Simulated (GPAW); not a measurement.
Runs of GPAW 26.7.0 on MgSi. Symmetry: P4/mmm, No. 123, tetragonal system. Conventional cell: a = 2.908 Å, b = 2.908 Å, c = 4.103 Å, α = 90.00°, β = 90.00°, γ = 90.00°. Si (site symmetry 4/mmm) has 8 Mg at 2.90 Å and 4 Si at 2.91 Å as nearest neighbours. Mg (site symmetry 4/mmm) has 8 Si at 2.90 Å and 4 Mg at 2.91 Å as nearest neighbours. The cell comes from a database or a generator and needn't be the stable form of this composition.

| task | level | cell | smearing | eigensolver | optimizer | fmax | max steps | convergence | gap on the mesh (eV) | pressure (GPa) | relaxed volume (Å³/atom) |
| --- | --- | --- | --- | --- | --- | --- | --- | --- | --- | --- | --- |
| relaxation of cell and atoms | BLYP | relaxed | fermi-dirac 0.05 eV | davidson | BFGS | 0.02 eV/Å | 60 | density=1e-05 forces=0.0001 | none | 0.0 | 18.54 |
| relaxation of cell and atoms | BLYP+D3(BJ) | relaxed | fermi-dirac 0.05 eV | davidson | BFGS | 0.02 eV/Å | 60 | density=1e-05 forces=0.0001 | none | -0.1 | (a) |
| single point | PBEsol | as given | gaussian 0.05 eV | - | - | - | - | - | none | -1.4 | - |
| relaxation of cell and atoms | BLYP+D4 | relaxed | fermi-dirac 0.05 eV | davidson | BFGS | 0.02 eV/Å | 60 | density=1e-05 forces=0.0001 | none | 0.0 | 17.34 |
| single point | PBEsol | as given | gaussian 0.1 eV | - | - | - | - | - | none | -1.4 | - |

Alike in all rows: potentials or basis PAW data sets generated in the run's folder for this functional, pw; no spin polarisation; k mesh 9 × 9 × 7; cutoff (eV) 800.

Q: Fill in the values left out.

A: (a) 16.32.

Caveats: later steps reuse the first step's grids (some runs); pairwise dispersion overbinds metals, which lowers pressure and volume (some runs).

A k mesh can miss the band edges.

A gap of «none» marks a metal or a gap under the smearing width.

Not every run made on this cell is shown here.
